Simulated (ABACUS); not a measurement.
Write an ASE script for ABACUS 3.10.1 that does the following.

- Task: single point
- Functional: PBE
- Potentials or basis: SPMS ONCV 1.0 PBE
- Cutoff: 1075 eV
- Density cutoff: 4299 eV
- Basis: plane waves
- k mesh: 8 × 8 × 7
- Occupations: fermi-dirac, width 0.05 eV
- Spin: no spin polarisation
- Radial cutoff of the potentials (pseudo_rcut): 7 bohr
- SCF threshold on the density: 1e-08
- Max SCF steps: 100
- Eigensolver: dav
- Mixing: broyden
- Mixing share: 0.7
- Symmetry key: 1
- Bands: 11

The structure of Ge lies in Ge.cif:

```cif
data_Ge
_cell_length_a 2.79429800
_cell_length_b 5.20103200
_cell_length_c 2.69823100
_cell_angle_alpha 90.00000000
_cell_angle_beta 90.00000000
_cell_angle_gamma 90.00000000
_space_group_name_H-M_alt 'Cmmm'
_space_group_name_Hall '-C 2 2'
_space_group_IT_number 65
loop_
_space_group_symop_operation_xyz
'x,y,z'
'-x,-y,-z'
'-x,-y,z'
'x,y,-z'
'x,-y,-z'
'-x,y,z'
'-x,y,-z'
'x,-y,z'
'x+1/2,y+1/2,z'
'-x+1/2,-y+1/2,-z'
'-x+1/2,-y+1/2,z'
'x+1/2,y+1/2,-z'
'x+1/2,-y+1/2,-z'
'-x+1/2,y+1/2,z'
'-x+1/2,y+1/2,-z'
'x+1/2,-y+1/2,z'
loop_
_atom_site_label
_atom_site_type_symbol
_atom_site_symmetry_multiplicity
_atom_site_Wyckoff_symbol
_atom_site_fract_x
_atom_site_fract_y
_atom_site_fract_z
_atom_site_occupancy
Ge1 Ge 2 b 0.5000000000 0.0000000000 0.0000000000 1
```

This isn't the form of Ge at room conditions, which is diamond.

One way to write it, as run:

run_abacus.py

```python
"""ABACUS run from a structure file: ASE reads it, the script writes STRU, KPT and INPUT."""
import re
import subprocess
import spglib
from ase import Atoms
from ase.io import read
from ase.units import Bohr

atoms = read("Ge.cif")
cell, frac, numbers = spglib.standardize_cell((atoms.cell[:], atoms.get_scaled_positions(), atoms.numbers), to_primitive=True, symprec=1e-4)
atoms = Atoms(numbers=numbers, cell=cell, scaled_positions=frac, pbc=True)  # the primitive cell
atoms = atoms[(-atoms.numbers).argsort(kind="stable")]  # ABACUS lists atoms element by element
pseudo = {'Ge': '32_Ge_14_2.2_2.3_pbe_n_v1.0.upf'}
orbital = {}
magmoms = None
kmesh = [8, 8, 7]
params = {
    'suffix': 'Ge',
    'calculation': 'scf',
    'basis_type': 'pw',
    'pseudo_dir': './',
    'symmetry': 1,
    'dft_functional': 'pbe',
    'ecutwfc': 79,
    'pseudo_rcut': 7,
    'nspin': 1,
    'nbands': 11,
    'ks_solver': 'dav',
    'smearing_method': 'fd',
    'smearing_sigma': 0.00367493,
    'scf_thr': 1e-08,
    'scf_nmax': 100,
    'mixing_type': 'broyden',
    'mixing_beta': 0.7,
    'cal_force': 1,
    'cal_stress': 1,
    'kpar': 4,
}

symbols = atoms.get_chemical_symbols()
elements = list(dict.fromkeys(symbols))
lines = ["ATOMIC_SPECIES"] + [f"{e} {atoms.get_masses()[symbols.index(e)]:.4f} {pseudo[e]}" for e in elements]
if orbital:
    lines += ["", "NUMERICAL_ORBITAL"] + [orbital[e] for e in elements]
lines += ["", "LATTICE_CONSTANT", f"{1 / Bohr:.10f}", "", "LATTICE_VECTORS"]
lines += [" ".join(f"{x:.10f}" for x in v) for v in atoms.cell]
lines += ["", "ATOMIC_POSITIONS", "Direct"]
for e in elements:
    lines += ["", e, "0.0", str(symbols.count(e))]
    for i, p in enumerate(atoms.get_scaled_positions(wrap=False)):
        if symbols[i] == e:
            mag = "" if magmoms is None else " mag " + " ".join(str(x) for x in (magmoms[i] if isinstance(magmoms[i], list) else [magmoms[i]]))
            lines.append(" ".join(f"{x:.10f}" for x in p) + " 1 1 1" + mag)
open("STRU", "w").write("\n".join(lines) + "\n")
open("KPT", "w").write("K_POINTS\n0\nGamma\n%d %d %d 0 0 0\n" % tuple(kmesh))
open("INPUT", "w").write("INPUT_PARAMETERS\n" + "".join(f"{k:<20s}{v}\n" for k, v in params.items()))

done = subprocess.run(['mpirun', '-np', '4', 'abacus'])
if done.returncode:
    raise SystemExit(done.returncode)
log = open("OUT.Ge/running_scf.log").read()
print("final energy (eV):", re.findall(r"FINAL_ETOT_IS (\S+)", log))
```

Potentials or basis: SPMS ONCV 1.0 PBE, plane waves.

Launch:

```sh
$ OMP_NUM_THREADS=1 python run_abacus.py > log
```

Results of the run:

The pressure is -0.6 GPa and the band gap on the k mesh is none (metal or under the smearing width).

Wall time 3.2 s on 4 MPI ranks on Intel(R) Xeon(R) Platinum 8488C (Sapphire Rapids), on a shared host, peak memory 0.4 GiB a rank.
